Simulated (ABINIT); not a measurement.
Runs of ABINIT 10.8.3 (patched build) on Hf. The structure is hexagonal, space group P6_3/mmc (No. 194). Conventional cell: a = 3.197 Å, b = 3.197 Å, c = 5.058 Å, α = 90.00°, β = 90.00°, γ = 120.00°. Around Hf (site symmetry -6m2) lie 12 Hf at 3.13 to 3.20 Å. 

```tsv
level	dispersion computed by	gap on the mesh (eV)	pressure (GPa)	relaxed volume (Å³/atom)
PBE+D4	dftd4 4.3.1	none	0.0	(a)
PBE	-	none	0.0	22.51
PBE+D3	simple-dftd3 1.7.0	none	0.1	21.78
PBE+D3(BJ)	simple-dftd3 1.7.0	none	0.1	21.81
```

Alike in all rows: task relaxation of cell and atoms; potentials or basis JTH PAW PBE v2.0; no spin polarisation; cell relaxed; k mesh 10 × 10 × 5; cutoff (eV) 517; smearing fermi-dirac 0.05 eV.

Question: Fill in the values left out.

Answer: (a) 22.19.

Caveats: pairwise dispersion overbinds metals, which lowers pressure and volume (some runs).

A k mesh can miss the band edges, and the runs leave out spin-orbit coupling on Hf.

A gap of «none» marks a metal or a gap under the smearing width.
